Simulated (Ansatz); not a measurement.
Runs of Ansatz 0.2.0 on SrCl2. It takes space group Fm-3m (No. 225, cubic). Conventional cell: a = 6.977 Å, b = 6.977 Å, c = 6.977 Å, α = 90.00°, β = 90.00°, γ = 90.00°. Sr (site symmetry m-3m) has 8 Cl at 3.02 Å as nearest neighbours. Around Cl (site symmetry -43m) lie 4 Sr at 3.02 Å. 

```csv
task,potentials or basis,spin,cell,k mesh,cutoff (eV),gap on the mesh (eV),pressure (GPa)
band structure,"all-electron LAPW, relativistic spinors","SOC, no magnetisation",as given,5 × 5 × 5,143,5.21,-1.1
relaxation of cell and atoms,"all-electron LAPW, scalar-relativistic",off,relaxed to 10 GPa,7 × 7 × 7,-,5.27,10.0
relaxation of cell and atoms,"all-electron LAPW, scalar-relativistic",off,relaxed to 5 GPa,7 × 7 × 7,-,(b),5.0
band structure,"all-electron LAPW, scalar-relativistic",off,as given,5 × 5 × 5,143,5.21,-1.1
relaxation of cell and atoms,"all-electron LAPW, scalar-relativistic",off,relaxed,7 × 7 × 7,-,5.29,0.0
relaxation of cell and atoms,"all-electron LAPW, scalar-relativistic",off,relaxed to 30 GPa,7 × 7 × 7,-,(a),30.0
relaxation of cell and atoms,"all-electron LAPW, scalar-relativistic",off,relaxed to 20 GPa,7 × 7 × 7,-,5.10,20.0
```

Alike in all rows: level PBEsol; smearing fermi-dirac 0.05 eV; basis error allowed 0.002 eV/atom.

Q: Fill in the values left out.

A: (a) 4.96; (b) 5.36.

Caveats: an odd mesh through Γ misses points on the zone boundary, where band edges often lie (some runs).

A k mesh can miss the band edges, and rows without SOC leave out spin-orbit coupling on Sr.
